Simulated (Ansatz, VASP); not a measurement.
# BeTe in VASP and in Ansatz

The input INCAR:

```
SYSTEM = BeTe
  PREC = Accurate
  ENCUT = 520
  EDIFF = 1E-6
  ISMEAR = 0
  SIGMA = 0.05
  LREAL = .FALSE.
  LASPH = .TRUE.
  NELM = 100
  ALGO = Normal
  ISIF = 2
  LWAVE = .FALSE.
  LCHARG = .TRUE.
  GGA = PE
  LELF = .TRUE.
  LVHAR = .TRUE.
  NBANDS = 11
```

KPOINTS

```
Automatic mesh
0
G
  8 8 8
  0 0 0
```

The input POSCAR:

```
BeTe
1.0
    0.0000000000      2.7700000000      2.7700000000
    2.7700000000      0.0000000000      2.7700000000
    2.7700000000      2.7700000000      0.0000000000
Be Te
1 1
Direct
    0.0000000000      0.0000000000      0.0000000000
    0.7500000000      0.7500000000      0.7500000000
```

Input for Ansatz:

```yaml
crystal:
  lattice:
    - [0.0, 2.77, 2.77]
    - [2.77, 0.0, 2.77]
    - [2.77, 2.77, 0.0]
  atoms:
    - { symbol: Be, position: [0.0, 0.0, 0.0] }
    - { symbol: Te, position: [0.75, 0.75, 0.75] }
basis:
  ecutwfc: 420
kpoints:
  mp_grid: { grid: [8, 8, 8] }
hamiltonian:
  xc: pbe
scf:
  occupations: { method: gaussian, width: 0.05 }
output:
  forces: true
  stress: true
  eigenvalues: true
```

Alike in both runs: task single point; functional PBE; k mesh 8 × 8 × 8; occupations gaussian, width 0.05 eV; no spin polarisation.

|  | VASP | Ansatz |
| --- | --- | --- |
| version | VASP 6.6.1 | Ansatz 0.2.0 |
| potentials or method | VASP PAW PBE potentials, release 64 (Be, Te) | scalar-relativistic, plane waves, PAW |
| plane-wave cutoff (eV) | 520 | 420 |
| valence electrons in the cell | 8 | 18 |

|  | VASP | Ansatz | Ansatz less VASP |
| --- | --- | --- | --- |
| gap on the k mesh at the Fermi level (eV) | 1.85 | 1.86 | +0.016 |
| least direct gap on the mesh (eV) | 3.56 | 3.59 | +0.022 |
| pressure (GPa) | 4.5 | 4.3 | -0.18 |

The two sets of potentials don't hold the same shells in valence.

Caveats: spin-orbit coupling is left out, which moves the levels of the heavy elements. As with any semilocal functional, this PBE gap is likely too small. A k mesh can miss the band edges.
